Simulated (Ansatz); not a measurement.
Crystal: MnS.

```
Mn S
1.0
     0.00000    2.47346    2.47346
     2.47346    0.00000    2.47346
     2.47346    2.47346    0.00000
Mn S
1 1
Direct
  0.00000 0.00000 0.00000
  0.75000 0.75000 0.75000
```

The cell is a database's computed one.

Base run:

* Program: Ansatz 0.2.0
* Functional: r2SCAN
* Potentials or basis: Ansatz PAW
* Cutoff: 500 eV (not typed: the program's choice for these potentials)
* k mesh: 9 × 9 × 9
* Occupations: fermi-dirac, width 0.05 eV
* Spin: collinear spin, ferromagnetic start
* Starting moments: [4.0, 0.0] μB
* Hubbard terms: Mn d U = 6 eV

Its results: band gap on the k mesh none (metal or under the smearing width); pressure 71.3 GPa; net moment 4.98 μB per cell; site moments Mn +4.06; S +0.10 μB.

Problem. After a change of settings the same cell gave: band gap on the k mesh none (metal or under the smearing width); pressure 49.8 GPa; net moment 4.39 μB per cell; site moments Mn +3.65; S +0.06 μB. Which change was it?
A. hubbard terms from Mn d U = 6 eV to Mn d U = 3 eV
B. hubbard terms from Mn d U = 6 eV to none; hubbard projectors from ortho-atomic (the default) to none
C. hubbard terms from Mn d U = 6 eV to Mn d U = 2 eV

Solution. C.

Caveats: the magnetic or orbital state may not be the lowest; a pressure of tens of GPa on the cell as given is suspect, and the run, the potentials or the cell itself is likely at fault; a cell with one magnetic atom can't hold antiferromagnetic order, which such compounds often take; the PAW data sets come from PBE, with cores solved anew for the run's functional, which leaves a small shift of forces and pressure.
